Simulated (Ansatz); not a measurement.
Bi2Te2Se:

```xyz
5
Lattice="2.1610 1.2476 10.5856 -2.1610 1.2476 10.5856 0.0000 -2.4953 10.5856" Properties=species:S:1:pos:R:3 pbc="T T T"
Bi    0.0000    0.0000   12.4398
Bi    0.0000    0.0000   19.3169
Te    0.0000    0.0000   24.7831
Te    0.0000    0.0000    6.9736
Se    0.0000    0.0000    0.0000
```

The cell is a database's computed one.

```yaml
Program: Ansatz 0.2.0
Task: relaxation of cell and atoms
Functional: LDA
Potentials_or_basis: Ansatz PAW
Cutoff: "420 eV (not typed: the program's choice for these potentials)"
k_mesh: 7 × 7 × 7
Occupations: fermi-dirac, width 0.05 eV
Spin: no spin polarisation
```

At the start: volume 34.25 Å³/atom.

Problem. Where does the relaxation end?

Solution. It ends after 8 steps and the volume is 30.77 Å³/atom (-10.2 %); space group R-3m (No. 166, to 0.05 Å).

The path:
```csv
step,energy change (eV),largest force (eV/Å),volume (Å³)
1,0.0000,0.1376,171.24
2,-0.1093,0.1340,151.48
3,-0.1469,0.0637,155.06
4,-0.1565,0.0381,152.96
5,-0.1574,0.0176,154.14
6,-0.1574,0.0385,153.90
7,-0.1577,0.0009,153.84
8,-0.1548,0.0007,153.84
```

Final structure:
```
Bi Te Se
1.0
     2.13143    1.23058    9.77549
    -2.13143    1.23058    9.77549
     0.00000   -2.46116    9.77549
Bi Te Se
2 2 1
Direct
  0.39489 0.39489 0.39489
  0.60511 0.60511 0.60511
  0.78813 0.78813 0.78813
  0.21187 0.21187 0.21187
  0.00000 0.00000 0.00000
```

Caveat: the plane-wave basis is chosen anew once the cell has moved, so the energies of steps on either side of that aren't comparable; the PAW data sets come from PBE, with cores solved anew for the run's functional, which leaves a small shift of forces and pressure.
